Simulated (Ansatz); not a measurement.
# WS2: the cost of one run

Program: Ansatz 0.2.0. Level of theory: DFT PBE+U (U_eff = 5 eV on W d), plane waves, PAW, no spin–orbit coupling unless a run says so. These are calculated values, not measurements.

## 1. The starting structure

It takes space group R3m (No. 160, trigonal). The conventional cell has a = 3.158 Å, b = 3.158 Å, c = 18.490 Å, α = 90.00°, β = 90.00°, γ = 120.00°. W (site symmetry 3m) has 6 S at 2.39 to 2.42 Å as nearest neighbours. Around S (site symmetry 3m) lie 3 W at 2.39 Å. Around S (site symmetry 3m) lie 3 W at 2.42 Å.

Coordinates:

```cif
data_structure
_symmetry_space_group_name_H-M 'R3m:H'
_symmetry_Int_Tables_number 160
_cell_length_a 3.1580
_cell_length_b 3.1580
_cell_length_c 18.4900
_cell_angle_alpha 90.000
_cell_angle_beta 90.000
_cell_angle_gamma 120.000
_cell_volume 159.70
loop_
_atom_site_label
_atom_site_type_symbol
_atom_site_symmetry_multiplicity
_atom_site_Wyckoff_symbol
_atom_site_fract_x
_atom_site_fract_y
_atom_site_fract_z
_atom_site_occupancy
W1 W 3 a 0.00000 0.00000 0.00000 1
S1 S 3 a 0.66667 0.33333 0.08363 1
S2 S 3 a 0.33333 0.66667 0.24767 1
```

## 2. Ferromagnetic start, free, symmetry kept, no search

Input file input.yaml:

```yaml
crystal:
  lattice:
    - [1.57900017, 0.91163617, 6.16332915]
    - [-1.57900017, 0.91163617, 6.16332915]
    - [0.0, -1.82327234, 6.16332915]
  atoms:
    - { symbol: W, position: [0.0, 0.0, 0.0], spin: 2.0 }
    - { symbol: S, position: [0.7503, 0.7503, 0.7503] }
    - { symbol: S, position: [0.581, 0.581, 0.581] }
basis:
  ecutwfc: 420
  ecutrho_ratio: 4
kpoints:
  mp_grid: { grid: [7, 7, 7] }
hamiltonian:
  xc: pbe
  hubbard: { sites: [{ site: 0, l: d, u_eff: 5.0 }] }
scf:
  occupations: { method: gaussian, width: 0.05 }
  lower_state_search: "off"
  max_iter: 150
output:
  forces: true
  stress: true
  eigenvalues: true
  populations: true
  hubbard: { sites: [{ site: 0, l: d }] }
magnetization:
  spin_polarized: true
```

Launch:

```console
ansatz run input.yaml --threads 2 --pin off --max-ram 3072MiB --backend cpu --events-out ev --progress --plain --runs-dir out
```

What time and memory should one allow on 2 threads of Intel Xeon 6975P-C (Granite Rapids), shared host?

About 7.3 s, with a peak of 0.49 GiB.
